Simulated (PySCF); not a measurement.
One of the candidates below gave these computed data.

All candidates are C5H12.

* XPS: C1s 290.2 (×4), C1s 290.5 eV [ΔSCF SCAN, pcX-2 on the ionised atom, pcseg-1 elsewhere, spin-free X2C]
* UV, first state: lowest singlet excitation: 8.53 eV (145 nm, f = 0.273 summed over 3 states within 0.01 eV) [TDDFT PBE0/def2-SVPD]
* Dipole: 0.00 D [PBE0/def2-SVPD]
* 1H NMR: chemical shifts (computed TMS as zero) by class: 0.99 (12 H) ppm [GIAO PBE0/pcSseg-1]
* Rotational structure: rotational constants A, B, C: 4.483, 4.481, 4.478 GHz [GFN2-xTB]
* 13C NMR: chemical shifts (computed TMS as zero) by class: 33.1 (4 C), 30.0 (1 C) ppm [GIAO PBE0/pcSseg-1]

Electronic properties: PySCF, gas phase, density fitting. Levels stand in brackets. Geometry: GFN2-xTB; no solvent, vibrations or thermal averaging. NMR values are class means; diastereotopic atoms form classes of their own.

Question: Which candidate is it?
A. `CCC(C)C` (isopentane)
B. `CCCCC` (pentane)
C. `CC(C)(C)C` (neopentane)

Answer: C. It is `CC(C)(C)C`. Numbering: `[CH3:1][C:2]([CH3:3])([CH3:4])[CH3:5]`. Its formula, C5H12, gives 0 degrees of unsaturation, so no ring and no π bond. 5 carbons fall into 2 classes; from least to most shielded: methyl carbon [C1/C3/C4/C5] (33.1 ppm, 4 C), quaternary sp3 carbon [C2] (30.0 ppm). All hydrogens form one class (0.99 ppm): methyl hydrogen. The core levels belong to: C1s 290.2 eV, methyl carbon [C1/C3/C4/C5]; C1s 290.5 eV, quaternary sp3 carbon [C2]. The vanishing dipole is forced by symmetry. The optimised geometry has point group Td and is a spherical top (the spread among constants that symmetry makes equal is optimisation noise).

The others, at the same levels:
- `CCCCC` fails: it has 3 carbon classes against 2; its computed 13C shifts are 40.2 (1 C), 29.0 (2 C), 17.4 (2 C) ppm and 1H shifts are 1.32 (4 H), 1.15 (2 H), 1.05 (6 H) ppm.
- `CCC(C)C` fails: it has 4 carbon classes against 2; its computed 13C shifts are 35.9 (1 C), 34.4 (1 C), 24.7 (2 C), 15.1 (1 C) ppm and 1H shifts are 1.22 (1 H), 1.17 (2 H), 1.03 (3 H), 0.96 (6 H) ppm.

Each candidate is one conformer, not necessarily the lowest. Dipoles, sizes and rotational constants follow the conformer. The torsions of the flexible species, by atom-mapped SMILES:
- `[CH3:1][CH2:2][CH2:3][CH2:4][CH3:5]`: C1–C2–C3–C4 180°, C2–C3–C4–C5 180°
- `[CH3:1][CH2:2][CH:3]([CH3:4])[CH3:5]`: C1–C2–C3–C4 67°
